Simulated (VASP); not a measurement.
# BeSe (F-43m) in VASP: further runs

One crystal, BeSe, is run at these levels: PBE; tasks: single point.

All numbers are computed with VASP 6.6.1; they aren't measurements. Logs are shortened: lines on timing, memory, paths and dates and some standing lists are left out, and cuts for length are marked.

**1. The structure**

The structure is cubic, space group F-43m (No. 216). Conventional cell: a = 5.181 Å, b = 5.181 Å, c = 5.181 Å, α = 90.00°, β = 90.00°, γ = 90.00°. Around Be (site symmetry -43m) lie 4 Se at 2.24 Å. Se (site symmetry -43m) has 4 Be at 2.24 Å as nearest neighbours.

**2. Single point, PBE**

Input file INCAR:

```
ALGO = Normal
EDIFF = 1E-7
ENCUT = 520
GGA = PE
ISIF = 2
ISMEAR = 0
LASPH = True
LCHARG = False
LREAL = False
LWAVE = False
NELM = 60
PREC = Accurate
SIGMA = 1.0
```

Input file KPOINTS:

```
k-points
0
Gamma
  10 10 10
```

Input file POSCAR:

```
BeSe                                    
1.0
    0.0000000000      2.5906389316      2.5906389316
    2.5906389316      0.0000000000      2.5906389316
    2.5906389316      2.5906389316      0.0000000000
  Be              Se            
     1     1
Direct
     0.0000000000000000    0.0000000000000000    0.0000000000000000
     0.2500000000000000    0.2500000000000000    0.2500000000000000
```

Potentials or basis: VASP PAW PBE potentials, release 64 (Be, Se).

Launch:

```
$ cat potpaw_PBE.64/Be/POTCAR potpaw_PBE.64/Se/POTCAR > POTCAR
$ mpirun -np 1 vasp_std > vasp.out
```

OUTCAR:

```text
EDIFF = 1E-7
   ENCUT = 520
   GGA = PE
   ISIF = 2
   ISMEAR = 0
   LASPH = True
   LREAL = False
   NELM = 60
   PREC = Accurate

 ion  position               nearest neighbor table
   1  0.000  0.000  0.000-   2 2.24   2 2.24   2 2.24   2 2.24
   2  0.250  0.250  0.250-   1 2.24   1 2.24   1 2.24   1 2.24

  LATTYP: Found a face centered cubic cell.
 ALAT       =     5.1812778632

  Lattice vectors:

 A1 = (   0.0000000000,   2.5906389316,   2.5906389316)
 A2 = (   2.5906389316,   0.0000000000,   2.5906389316)
 A3 = (   2.5906389316,   2.5906389316,   0.0000000000)

Analysis of symmetry for initial positions (statically):
=====================================================================
 Subroutine PRICEL returns:
 Original cell was already a primitive cell.

 Routine SETGRP: Setting up the symmetry group for a
 face centered cubic supercell.

 Subroutine GETGRP returns: Found 24 space group operations
 (whereof 24 operations were pure point group operations)
 out of a pool of 48 trial point group operations.

The static configuration has the point symmetry T_d .

Analysis of symmetry for dynamics (positions and initial velocities):
=====================================================================
 Subroutine PRICEL returns:
 Original cell was already a primitive cell.

 Routine SETGRP: Setting up the symmetry group for a
 face centered cubic supercell.

 Subroutine GETGRP returns: Found 24 space group operations
 (whereof 24 operations were pure point group operations)
 out of a pool of 48 trial point group operations.

The dynamic configuration has the point symmetry T_d .

 Subroutine INISYM returns: Found 24 space group operations
 (whereof 24 operations are pure point group operations),
 and found     1 'primitive' translations

----------------------------------------------------------------------------------------

                                     Primitive cell

  volume of cell :      34.7737

  direct lattice vectors                    reciprocal lattice vectors
     0.000000000  2.590638932  2.590638932    -0.193002581  0.193002581  0.193002581
     2.590638932  0.000000000  2.590638932     0.193002581 -0.193002581  0.193002581
     2.590638932  2.590638932  0.000000000     0.193002581  0.193002581 -0.193002581

  length of vectors
     3.663716712  3.663716712  3.663716712     0.334290276  0.334290276  0.334290276

  position of ions in fractional coordinates (direct lattice)
     0.000000000  0.000000000  0.000000000
     0.250000000  0.250000000  0.250000000

  ion indices of the primitive-cell ions
   primitive index   ion index
                 1           1
                 2           2

----------------------------------------------------------------------------------------

 KPOINTS: k-points

Automatic generation of k-mesh.
 Grid dimensions read from file:
 generate k-points for:   10   10   10

 Generating k-lattice:

  Cartesian coordinates                     Fractional coordinates (reciprocal lattice)
    -0.019300258  0.019300258  0.019300258     0.100000000  0.000000000  0.000000000
     0.019300258 -0.019300258  0.019300258     0.000000000  0.100000000  0.000000000
     0.019300258  0.019300258 -0.019300258     0.000000000  0.000000000  0.100000000

  Length of vectors
     0.033429028  0.033429028  0.033429028

  Shift w.r.t. Gamma in fractional coordinates (k-lattice)
     0.000000000  0.000000000  0.000000000

 Subroutine IBZKPT returns following result:
 ===========================================

 Found     47 irreducible k-points:

 Following reciprocal coordinates:
            Coordinates               Weight
  0.000000  0.000000  0.000000      1.000000
  0.100000  0.000000  0.000000      8.000000
  0.200000  0.000000  0.000000      8.000000
  0.300000  0.000000  0.000000      8.000000
  0.400000  0.000000  0.000000      8.000000
  0.500000  0.000000  0.000000      4.000000
[... 16 lines left out ...]
  0.300000  0.300000  0.000000      6.000000
  0.400000  0.300000  0.000000     24.000000
 [... further k-points ...]
   k-points           NKPTS =     47   k-points in BZ     NKDIM =     47   number of bands    NBANDS=      8
   number of dos      NEDOS =    301   number of ions     NIONS =      2
   total plane-waves  NPLWV =  21952
   dimension x,y,z NGX =    28 NGY =   28 NGZ =   28
   dimension x,y,z NGXF=    56 NGYF=   56 NGZF=   56
   ions per type =               1   1
   NGX,Y,Z   is equivalent  to a cutoff of  12.71, 12.71, 12.71 a.u.
   NGXF,Y,Z  is equivalent  to a cutoff of  25.41, 25.41, 25.41 a.u.
 SYSTEM =  unknown system
   PREC   = accura    normal or accurate (medium, high low for compatibility)
   ISTART =      0    job   : 0-new  1-cont  2-samecut
   ICHARG =      2    charge: 1-file 2-atom 10-const
   ISPIN  =      1    spin polarized calculation?
   LNONCOLLINEAR =      F non collinear calculations
   LSORBIT =      F    spin-orbit coupling
   LASPH  =      T    aspherical Exc in radial PAW
   ENCUT  =  520.0 eV  38.22 Ry    6.18 a.u.   6.81  6.81  6.81*2*pi/ulx,y,z
   NELM   =     60;   NELMIN=  2; NELMDL= -5     # of ELM steps
   EDIFF  = 0.1E-06   stopping-criterion for ELM
   LREAL  =      F    real-space projection
   EDIFFG = 0.1E-05   stopping-criterion for IOM
   NSW    =      0    number of steps for IOM
   IBRION =     -1    ionic relax: 0-MD 1-quasi-New 2-CG
   NFREE  =      0    steps in history (QN), initial steepest desc. (CG)
   ISIF   =      2    stress and relaxation
   ISYM   =      2    0-nonsym 1-usesym 2-fastsym
   POTIM  = 0.5000    time-step for ionic-motion
   TEBEG  =    0.0;   TEEND  =   0.0 temperature during run
   PSTRESS=    0.0 pullay stress
   NELECT =       8.0000    total number of electrons
   NUPDOWN=      -1.0000    fix difference up-down
   EMIN   =  10.00;   EMAX   =-10.00  energy-range for DOS
   EFERMI =   0.00;   METHOD = LEGACY
   ISMEAR =     0;   SIGMA  =   1.00  broadening in eV -4-tet -1-fermi 0-gaus
   EFERMI_NEDOS =   21; number of points for ismear=-14 and -15
   IALGO  =     38    algorithm
   IMIX   =      4    mixing-type and parameters
     AMIX     =   0.40;   BMIX     =  1.00
     AMIX_MAG =   1.60;   BMIX_MAG =  1.00
  volume/ion in A,a.u.               =      17.39       117.33
  Fermi-wavevector in a.u.,A,eV,Ry     =   1.003124  1.895629 13.690967  1.006258
  Thomas-Fermi vector in A             =   2.135656
   LORBIT       =      0    0 simple, 1 ext, 2 COOP (PROOUT), +10 PAW based schemes
   GGA     = PE    functional components
   LHFCALC =     F    Hartree Fock is set to
   AEXX    =    0.0000 exact exchange contribution
   IVDW    =     0    specifies the selected vdW correction
   LEPSILON=     F    determine dielectric tensor
   LRPA    =     F    only Hartree local field effects (RPA)
 non-spin polarized calculation
 Gauss-broadening in eV      SIGMA  =   1.00
  energy-cutoff  :      520.00
  volume of cell :       34.77
 maximum number of plane-waves:       960
   NGX = 13   NGY = 13   NGZ = 13

 number of electron       7.9999999 magnetization

 Free energy of the ion-electron system (eV)
  ---------------------------------------------------
  ext. energy  EPLUGINS =         0.00000000
  ---------------------------------------------------
  free energy    TOTEN  =        -8.86024430 eV

  energy without entropy =       -8.85440733  energy(sigma->0) =       -8.85732582

 E-fermi :   4.6291     XC(G=0):  -9.3439

 val. band max:        3.1543998506   @ k =   0.0000   0.0000   0.0000
 cond. band min:       5.8226106544   @ k =   0.5000   0.5000   0.0000
 fundamental gap:      2.6682108038
 Fermi energy:         4.6291460647

 k-point     1 :       0.0000    0.0000    0.0000
  band No.  band energies     occupation
      1     -10.5069      2.00000
      2       3.1544      1.96299
      3       3.1544      1.96299
      4       3.1544      1.96299
      5       7.3616      0.00011
      6       8.1672      0.00000
      7       8.1672      0.00000
      8       8.1672      0.00000

 k-point     2 :       0.1000    0.0000    0.0000
  band No.  band energies     occupation
      1     -10.4112      2.00000
      2       2.2563      1.99921
      3       3.0186      1.97725
      4       3.0186      1.97725
      5       7.6237      0.00002
      6       8.3954      0.00000
      7       8.3954      0.00000
      8       8.8192      0.00000

 k-point     3 :       0.2000    0.0000    0.0000
  band No.  band energies     occupation
      1     -10.1406      2.00000
      2       0.6262      2.00000
      3       2.7123      1.99329
      4       2.7123      1.99329
      5       7.6132      0.00002
      6       8.8605      0.00000
      7       8.8605      0.00000
      8      10.4932      0.00000

 k-point     4 :       0.3000    0.0000    0.0000
  band No.  band energies     occupation
      1      -9.7543      2.00000
      2      -0.9032      2.00000
      3       2.4009      1.99837
      4       2.4009      1.99837
      5       7.5184      0.00004
      6       9.1422      0.00000
      7       9.1422      0.00000
      8      12.0954      0.00000

 k-point     5 :       0.4000    0.0000    0.0000
  band No.  band energies     occupation
      1      -9.3804      2.00000
      2      -2.0037      2.00000
      3       2.1855      1.99945
      4       2.1855      1.99945
      5       7.4403      0.00007
      6       9.1526      0.00000
      7       9.1526      0.00000
      8      12.9533      0.00000
[... 177 lines left out ...]
 k-point    22 :      -0.2000    0.2000    0.0000
  band No.  band energies     occupation
      1      -9.6230      2.00000
      2      -0.6115      2.00000
      3       0.8338      2.00000
      4       2.4576      1.99787
      5       8.4496      0.00000
      6       9.4499      0.00000
      7       9.8278      0.00000
      8      10.8840      0.00000

 k-point    23 :       0.3000    0.3000    0.0000
  band No.  band energies     occupation
      1      -9.5016      2.00000
      2      -0.3924      2.00000
      3       1.2227      2.00000
      4       1.2227      2.00000
      5       6.6215      0.00484
      6       8.3847      0.00000
      7      11.9780      0.00000
      8      11.9780      0.00000

 k-point    24 :       0.4000    0.3000    0.0000
  band No.  band energies     occupation
      1      -9.2062      2.00000
      2      -1.0490      2.00000
      3       0.7490      2.00000
      4       1.0077      2.00000
      5       6.6356      0.00455
      6       8.2942      0.00000
      7      12.2776      0.00000
      8      12.5334      0.00000

 [... further k-points ...]

------------------------ aborting loop because EDIFF is reached ----------------------------------------

  FORCE on cell =-STRESS in cart. coord.  units (eV):
  Direction    XX          YY          ZZ          XY          YZ          ZX
  --------------------------------------------------------------------------------------
  -------------------------------------------------------------------------------------
  Total        0.0038517      0.0038517      0.0038517      0.0000000     -0.0000000     -0.0000000
  in kB        0.1774656      0.1774656      0.1774656      0.0000000     -0.0000000     -0.0000000
  external PRESSURE =       0.1774656 kB  Pullay stress =       0.0000000 kB

 VOLUME and BASIS-vectors are now :
 -----------------------------------------------------------------------------
  energy-cutoff  :      520.00
  volume of cell :       34.77
      direct lattice vectors                 reciprocal lattice vectors
     0.000000000  2.590638932  2.590638932    -0.193002581  0.193002581  0.193002581
     2.590638932  0.000000000  2.590638932     0.193002581 -0.193002581  0.193002581
     2.590638932  2.590638932  0.000000000     0.193002581  0.193002581 -0.193002581

 POSITION                                       TOTAL-FORCE (eV/Angst)
 -----------------------------------------------------------------------------------
      0.00000      0.00000      0.00000        -0.000000     -0.000000     -0.000000
      1.29532      1.29532      1.29532         0.000000      0.000000      0.000000
 -----------------------------------------------------------------------------------
    total drift:                                0.000000      0.000000      0.000000

  FREE ENERGIE OF THE ION-ELECTRON SYSTEM (eV)
  ---------------------------------------------------
  free  energy   TOTEN  =        -8.8602443035 eV

  energy  without entropy=       -8.8544073308  energy(sigma->0) =       -8.85732582
```

Wall time 10 s (1 thread of Intel Xeon 6975P-C (Granite Rapids), shared host); peak memory 0.15 GiB.

Results:

* Free energy: -8.8602 eV
* Pressure: 0.0 GPa
* Band gap on the k mesh: 2.67 eV, indirect (least direct gap 4.21 eV)

A k mesh can miss the band edges. PBE gaps usually lie below the measured ones, often by a third to a half.

**3. Single point, PBE (a relaxed cell with its volume scaled by 0.97)**

INCAR is that of step 2.

KPOINTS is that of step 2.

Input file POSCAR:

```
BeSe                                    
1.0
    0.0000000000      2.5644690724      2.5644690724
    2.5644690724      0.0000000000      2.5644690724
    2.5644690724      2.5644690724      0.0000000000
  Be              Se            
     1     1
Direct
     0.0000000000000000    0.0000000000000000    0.0000000000000000
     0.2500000000000000    0.2500000000000000    0.2500000000000000
```

Potentials or basis: VASP PAW PBE potentials, release 64 (Be, Se).

Launch:

```
$ cat potpaw_PBE.64/Be/POTCAR potpaw_PBE.64/Se/POTCAR > POTCAR
$ mpirun -np 1 vasp_std > vasp.out
```

Wall time 11 s (1 thread of Intel Xeon 6975P-C (Granite Rapids), shared host); peak memory 0.15 GiB.

The run converged. Its results:

```
Free energy            : -8.8524 eV
Pressure               : 2.5 GPa
Band gap on the k mesh : 2.60 eV, indirect (least direct gap 4.43 eV)
```

Levels at points of the mesh, in eV from the valence-band top:
```tsv
k point	band 2	band 3	band 4	band 5	band 6	band 7
(0.00, 0.00, 0.00)	0.00	0.00	0.00	4.43	5.01	5.01
(0.50, 0.00, 0.00)	-5.76	-1.09	-1.09	4.36	5.97	5.97
(0.50, 0.50, 0.00)	-5.13	-2.69	-2.69	2.60	4.20	11.78
```

A k mesh can miss the band edges.

**4. Single point, PBE (a relaxed cell with its volume scaled by 1.03)**

INCAR is that of step 3.

KPOINTS is that of step 3.

Input file POSCAR:

```
BeSe                                    
1.0
    0.0000000000      2.6162904903      2.6162904903
    2.6162904903      0.0000000000      2.6162904903
    2.6162904903      2.6162904903      0.0000000000
  Be              Se            
     1     1
Direct
     0.0000000000000000    0.0000000000000000    0.0000000000000000
     0.2500000000000000    0.2500000000000000    0.2500000000000000
```

Launch:

```
$ cat potpaw_PBE.64/Be/POTCAR potpaw_PBE.64/Se/POTCAR > POTCAR
$ mpirun -np 1 vasp_std > vasp.out
```

Wall time 11 s (1 thread of Intel Xeon 6975P-C (Granite Rapids), shared host); peak memory 0.15 GiB.

The run converged. Its results:

```yaml
Free_energy: -8.8534 eV
Pressure: -2.1 GPa
Band_gap_on_the_k_mesh: 2.73 eV, indirect (least direct gap 4.00 eV)
```

Levels at points of the mesh, in eV from the valence-band top:
```csv
k point,band 1,band 2,band 3,band 4,band 5,band 6,band 7,band 8
"(0.00, 0.00, 0.00)",-13.48,0.00,0.00,0.00,4.00,5.01,5.01,5.01
"(0.50, 0.00, 0.00)",-12.26,-5.39,-1.00,-1.00,4.15,5.96,5.96,9.86
"(0.50, 0.50, 0.00)",-11.85,-4.82,-2.48,-2.48,2.73,4.23,11.30,11.30
```

**5. Single point, PBE (a relaxed cell with its volume scaled by 0.94)**

INCAR is that of step 4.

KPOINTS is that of step 4.

Input file POSCAR:

```
BeSe                                    
1.0
    0.0000000000      2.5377539101      2.5377539101
    2.5377539101      0.0000000000      2.5377539101
    2.5377539101      2.5377539101      0.0000000000
  Be              Se            
     1     1
Direct
     0.0000000000000000    0.0000000000000000    0.0000000000000000
     0.2500000000000000    0.2500000000000000    0.2500000000000000
```

Launch:

```
$ cat potpaw_PBE.64/Be/POTCAR potpaw_PBE.64/Se/POTCAR > POTCAR
$ mpirun -np 1 vasp_std > vasp.out
```

It took 9.9 s on 1 thread of Intel Xeon 6975P-C (Granite Rapids), shared host; peak memory 0.14 GiB.

It converged, with:

```
Free energy            : -8.8275 eV
Pressure               : 5.3 GPa
Band gap on the k mesh : 2.53 eV, indirect (least direct gap 4.67 eV)
```

Levels at points of the mesh, in eV from the valence-band top:
```tsv
k point	band 2	band 3	band 4	band 5	band 6	band 7
(0.00, 0.00, 0.00)	0.00	0.00	0.00	4.67	5.00	5.00
(0.50, 0.00, 0.00)	-5.97	-1.14	-1.14	4.48	5.97	5.97
(0.50, 0.50, 0.00)	-5.29	-2.80	-2.80	2.53	4.18	12.04
```

A k mesh can miss the band edges.

**6. Single point, PBE (a relaxed cell with its volume scaled by 1.06)**

INCAR is that of step 5.

KPOINTS is that of step 5.

Input file POSCAR:

```
BeSe                                    
1.0
    0.0000000000      2.6414486729      2.6414486729
    2.6414486729      0.0000000000      2.6414486729
    2.6414486729      2.6414486729      0.0000000000
  Be              Se            
     1     1
Direct
     0.0000000000000000    0.0000000000000000    0.0000000000000000
     0.2500000000000000    0.2500000000000000    0.2500000000000000
```

Potentials or basis: VASP PAW PBE potentials, release 64 (Be, Se).

Launch:

```
$ cat potpaw_PBE.64/Be/POTCAR potpaw_PBE.64/Se/POTCAR > POTCAR
$ mpirun -np 1 vasp_std > vasp.out
```

It took 9.9 s on 1 thread of Intel Xeon 6975P-C (Granite Rapids), shared host; peak memory 0.15 GiB.

It converged, with:

```yaml
Free_energy: -8.8338 eV
Pressure: -3.9 GPa
Band_gap_on_the_k_mesh: 2.78 eV, indirect (least direct gap 3.79 eV)
```

Levels at points of the mesh, in eV from the valence-band top:
| k point | band 2 | band 3 | band 4 | band 5 | band 6 | band 7 |
| --- | --- | --- | --- | --- | --- | --- |
| (0.00, 0.00, 0.00) | 0.00 | 0.00 | 0.00 | 3.79 | 5.01 | 5.01 |
| (0.50, 0.00, 0.00) | -5.21 | -0.96 | -0.96 | 4.05 | 5.94 | 5.94 |
| (0.50, 0.50, 0.00) | -4.68 | -2.38 | -2.38 | 2.78 | 4.23 | 11.07 |

**7. Overview**

| cell | gap on the mesh (eV) | pressure (GPa) |
| --- | --- | --- |
| as given | 2.67 | 0.0 |
| a relaxed cell with its volume scaled by 0.97 | 2.60 | 2.5 |
| a relaxed cell with its volume scaled by 1.03 | 2.73 | -2.1 |
| a relaxed cell with its volume scaled by 0.94 | 2.53 | 5.3 |
| a relaxed cell with its volume scaled by 1.06 | 2.78 | -3.9 |

Alike in all rows: task single point; level PBE; potentials or basis VASP PAW PBE potentials, release 64 (Be, Se); no spin polarisation; k mesh 10 × 10 × 10; cutoff (eV) 520; smearing gaussian 1 eV.

Total energies depend on the potentials used, so only differences within one code and one set of settings carry meaning.
